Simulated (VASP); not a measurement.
Cu:

```xyz
1
Lattice="-1.4428 1.4428 1.3761 1.4428 -1.4428 1.3761 1.4428 1.4428 -1.3761" Properties=species:S:1:pos:R:3 pbc="T T T"
Cu    0.0000    0.0000    0.0000
```

This isn't the form of Cu at room conditions, which is fcc.

Program: VASP 6.6.1. Alike in all runs: no spin polarisation; cell as given. Hardware: 1 thread of Intel(R) Xeon(R) 6975P-C (Granite Rapids), with other jobs on the host.

Task: Order these runs on this cell by their wall time, lowest first.
A. task optical spectrum; level revPBE+D4+U; potentials or basis VASP PAW PBE potentials, release 54 (Cu); U Cu d U = 6 eV; k mesh 16 × 16 × 16; cutoff (eV) 520; smearing gaussian 0.05 eV; other keys k = 16 × 16 × 16; LREAL = Auto
B. task single point; level PBE; potentials or basis VASP PAW PBE potentials, release 64 (Cu); k mesh 13 × 13 × 13; cutoff (eV) 500; smearing gaussian 0.05 eV
C. task single point; level PBE; potentials or basis VASP PAW PBE potentials, release 64 (Cu_GW); k mesh 13 × 13 × 13; cutoff (eV) 550; smearing gaussian 0.1 eV

Result: B (12 s), C (26 s), A (120 s).

Caveats: independent-particle spectra lack excitons (some runs); the intraband (Drude) part of a metal's response may be missing (some runs); U without spin polarisation on a metal has little footing (some runs); the U is typed as a test and isn't derived for this compound (some runs).
